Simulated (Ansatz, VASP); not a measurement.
**One calculation of CdTe, two programs**

The input POSCAR:

```
CdTe
1.0
    4.5325540000      0.0000000000      0.0000000000
    2.2662770000      3.9253069080      0.0000000000
    2.2662770000      1.3084356360      3.7008148439
Cd Te
1 1
Direct
    0.0000000000      0.0000000000      0.0000000000
    0.2500000000      0.2500000000      0.2500000000
```

File INCAR.step1:

```
SYSTEM = CdTe
PREC = Accurate
ENCUT = 600
ISMEAR = 0
SIGMA = 0.01
LREAL = .FALSE.
LASPH = .TRUE.
NELM = 80
GGA = PE
ALGO = Normal
EDIFF = 1E-4
LWAVE = .TRUE.
LCHARG = .FALSE.
```

Contents of INCAR.step2:

```
SYSTEM = CdTe
PREC = Accurate
ENCUT = 600
EDIFF = 1E-6
ISMEAR = 0
SIGMA = 0.01
LREAL = .FALSE.
LASPH = .TRUE.
NELM = 80
ALGO = Normal
ISIF = 3
LWAVE = .FALSE.
LCHARG = .FALSE.
METAGGA = R2SCAN
LMIXTAU = .TRUE.
LUSE_VDW = .TRUE.
IVDW_NL = 2
BPARAM = 11.95
CPARAM = 0.0093
IBRION = 2
NSW = 80
EDIFFG = -0.01
ISTART = 1
```

File KPOINTS:

```
Automatic mesh
0
G
  6 6 6
  0 0 0
```

Input for Ansatz:

```yaml
crystal:
  lattice:
    - [4.532554, 0.0, 0.0]
    - [2.2662770000000005, 3.9253069080247727, 0.0]
    - [2.2662770000000005, 1.3084356360082576, 3.700814843870288]
  atoms:
    - { symbol: Cd, position: [0.0, 0.0, 0.0] }
    - { symbol: Te, position: [0.25000000000000006, 0.24999999999999994, 0.25] }
basis:
  ecutwfc: 510.0
kpoints:
  mp_grid:
    grid: [6, 6, 6]
    shift: [0.0, 0.0, 0.0]
hamiltonian:
  xc: r2scan
  dispersion: rvv10
scf:
  occupations:
    method: fixed
relax:
  cell: {}
```

Alike in both runs: task relaxation of cell and atoms; functional r2SCAN; dispersion rVV10; k mesh 6 × 6 × 6; no spin polarisation.

|  | VASP | Ansatz |
| --- | --- | --- |
| version | VASP 6.6.1 | Ansatz 0.2.0 |
| potentials or method | VASP PAW PBE potentials, release 64 (Cd, Te) | plane waves, PAW |
| plane-wave cutoff (eV) | 600 | 510 |
| occupations | gaussian, width 0.01 eV | fixed |
| valence electrons in the cell | 18 | 36 |

Ansatz gave:

| Property | Result |
| --- | --- |
| relaxed volume (Å³/atom) | 34.60 |
| relaxed cell length with the largest relative difference (Å) | 4.608 |
| energy change over the relaxation (meV/atom) | -12 |

Which values does VASP return?

Relaxed volume (Å³/atom): 34.77; relaxed cell length with the largest relative difference (Å): 4.616; energy change over the relaxation (meV/atom): -15.

The two sets of potentials don't hold the same shells in valence.

Caveats: the PAW data sets were made with another functional, which shifts forces and pressure a little (VASP). Zero-point motion and thermal expansion aren't in these numbers.
